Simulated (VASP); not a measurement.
Set up this calculation in VASP 6.6.1, as the native input.

* Task: relaxation of cell and atoms
* Functional: PBEsol
* Potentials or basis: VASP PAW PBE potentials, release 64 (Ni)
* Cutoff: 520 eV
* k mesh: 20 × 20 × 20
* Occupations: gaussian, width 0.1 eV
* Spin: collinear spin, ferromagnetic start
* Starting moments: [0.8] μB
* Further INCAR settings: ALGO = Normal; EDIFF = 1e-07; IBRION = 2; EDIFFG = -0.002; NSW = 80; ISIF = 3

The structure of Ni lies in POSCAR:

```
Ni                                      
1.0
    0.0000000000      1.7313285919      1.7313285919
    1.7313285919      0.0000000000      1.7313285919
    1.7313285919      1.7313285919      0.0000000000
  Ni            
     1
Direct
     0.0000000000000000    0.0000000000000000    1.0000000000000000
```

These files were run (other wordings do the same):

INCAR

```
SYSTEM = Ni
ALGO = Normal
EDIFF = 1E-7
EDIFFG = -0.002
ENCUT = 520
GGA = PS
IBRION = 2
ISIF = 3
ISMEAR = 0
ISPIN = 2
LASPH = .True.
LCHARG = .False.
LMAXMIX = 4
LORBIT = 11
LREAL = .False.
LWAVE = .False.
MAGMOM = 0.8
NELM = 150
NSW = 80
PREC = Accurate
SIGMA = 0.1
```

KPOINTS

```
k-points
0
Gamma
  20 20 20
  0 0 0
```

Potentials or basis: VASP PAW PBE potentials, release 64 (Ni).

Command:

```console
$ cat potpaw_PBE.64/Ni/POTCAR > POTCAR
$ mpirun -np 1 vasp_std > vasp.out
```

It gave:

- Relaxed volume: 10.38 Å³/atom
- Relaxed cell: a = 2.449 Å, b = 2.449 Å, c = 2.449 Å, α = 60.00°, β = 60.00°, γ = 60.00°
- Space group after relaxing (to 0.05 Å): Fm-3m (No. 225)
- Energy gained by relaxing: 0.0 meV/atom
- Ionic steps: 3
- Pressure after relaxing: 0.0 GPa
- Band gap on the k mesh: none (metal or under the smearing width)
- Net moment: 0.62 μB per cell
- Site moments: Ni +0.63 μB
- Valence electrons inside the program's atomic spheres: Ni 9.40

Caveat: the PAW data sets were made with another functional, which shifts forces and pressure a little.

It took 40 s on 1 thread of Intel(R) Xeon(R) 6975P-C (Granite Rapids), on a shared host, peak memory 0.16 GiB.
